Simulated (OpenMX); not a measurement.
## Ge under changes of volume

One of the cells (22.639 Å³/atom); the others are scaled copies at fixed shape and fractional positions:

```xyz
2
Lattice="0.0000 2.8289 2.8289 2.8289 0.0000 2.8289 2.8289 2.8289 0.0000" Properties=species:S:1:pos:R:3 pbc="T T T"
Ge    4.2434    4.2434    4.2434
Ge    2.8289    2.8289    2.8289
```

```yaml
Program: OpenMX 3.8.5
Functional: PBE
Potentials_or_basis: OpenMX 2013 PBE set, Ge7.0-s3p2d2f1, fixed grid of 35 × 35 × 35 points
k_mesh: 9 × 9 × 9
Occupations: fermi-dirac, width 0.05 eV
Spin: no spin polarisation
```

```tsv
volume (Å³/atom)	energy over the lowest point (meV/atom)	gap on the mesh (eV)
21.281	91.71	0.42
21.733	63.48	0.35
22.186	41.33	0.21
22.639	24.49	none
23.092	12.21	none
23.545	?	?
23.997	0.00	none
```

Problem. What does the run at 23.545 Å³/atom give?

Solution. Energy over the lowest point 4.23 meV/atom; gap on the mesh none.

Worked out: A Birch-Murnaghan fit of order 3 (a polynomial in V^(-2/3)) to the other rows has its minimum at 24.37 Å³/atom, just outside them, with B0 = V·E''(V) = 56 GPa and B' = 5.6. It gives 4.27 meV/atom at 23.545 Å³/atom, against the run's 4.23.

Energies are extrapolated to zero smearing.

Caveats: the basis of atomic orbitals isn't converged, which shifts pressures, moduli and gaps; an odd mesh through Γ misses points on the zone boundary, where band edges often lie (some runs). Spin-orbit coupling on Ge is left out.

A gap of «none» marks a metal or a gap under the smearing width.
